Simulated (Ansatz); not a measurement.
**B: which structure is lowest?**

Level of theory: DFT, RPBE, plane waves (420 eV) with PAW, scalar-relativistic in Ansatz. The PAW files were generated under PBE, with cores re-solved for the functional.

Each structure is relaxed within its own symmetry, so a high-lying one may be dynamically unstable.

Question: Rank these structures of boron by energy per atom, lowest first.
A. simple cubic
B. A15
C. alpha-rhombohedral (B12)
D. diamond
E. fcc
F. bcc

Answer: C (0 meV/atom), D (926 meV/atom), A (1083 meV/atom), E (1345 meV/atom), B (1517 meV/atom), F (1695 meV/atom).

```csv
structure,ΔE (meV/atom),V (Å³/atom),cell,magnetic state
alpha-rhombohedral (B12),0,7.37,"a = 4.927 Å, c = 12.622 Å (c/a = 2.562)",spin not included
diamond,926,8.47,a = 4.077 Å,spin not included
simple cubic,1083,6.79,a = 1.894 Å,spin not included
fcc,1345,5.98,a = 2.881 Å,spin not included
A15,1517,6.25,a = 3.684 Å,spin not included
bcc,1695,6.26,a = 2.321 Å,spin not included
```

ΔE counts from alpha-rhombohedral (B12).

Differences under about 8 meV lie within the error of the k-point mesh.
